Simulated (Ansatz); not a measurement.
## Ti: a prediction, then the measurements

Theory: Ansatz, DFT r2SCAN, scalar-relativistic, plane waves, PAW.

Settings: cutoff 500 eV, Γ-centred mesh 18×18×10 on the computed 2-atom cell, Gaussian smearing of 0.10 eV; no spin polarisation.

Relaxed structure, symmetry kept:

```
Ti
1.0
     2.93519    0.00000    0.00000
    -1.46759    2.54195    0.00000
     0.00000    0.00000    4.63805
Ti
2
Direct
  0.33333 0.66667 0.25000
  0.66667 0.33333 0.75000
```

| Item | Value |
| --- | --- |
| Space group | P6_3/mmc (No. 194) |
| Volume per atom | 17.30 Å³ |
| Formation energy from the elements' standard states (uncorrected) | 0.000 eV/atom |
| Generalised Kohn–Sham band gap | none (metal) |
| Density of states at the Fermi level | 1.52 states/eV per cell |
| Löwdin character within 0.5 eV of the Fermi level | Ti 3d 91 %, unprojected 5 % |
| Bulk modulus | 117 GPa |
| Its pressure derivative | 3.5 |

**The experiment to reproduce.**

From “Impact of oxygen ordering on titanium lattice parameters”, 2024, arxiv:2402.07147, for a bulk crystal of Ti at 298 K: lattice constant a 2.9536 ± 0.0001 Å; lattice constant c 4.685 ± 0.0001 Å.

Against the measured lattice constant a of Ti, 2.9536 Å (298 K; the paper above), the calculated 2.935 Å is off by -0.6 %. 4 values of this kind are on record (2.9536 to 2.9646 Å); this one was drawn at random, colder ones first, those with a stated uncertainty first. A measured lattice constant c of Ti is 4.685 Å (298 K; the paper above); the calculated 4.638 Å misses it by -1.0 %. 4 values of this kind are on record (4.685 to 4.7036 Å); this one was drawn at random, colder ones first, those with a stated uncertainty first. The calculation is for 0 K without zero-point motion.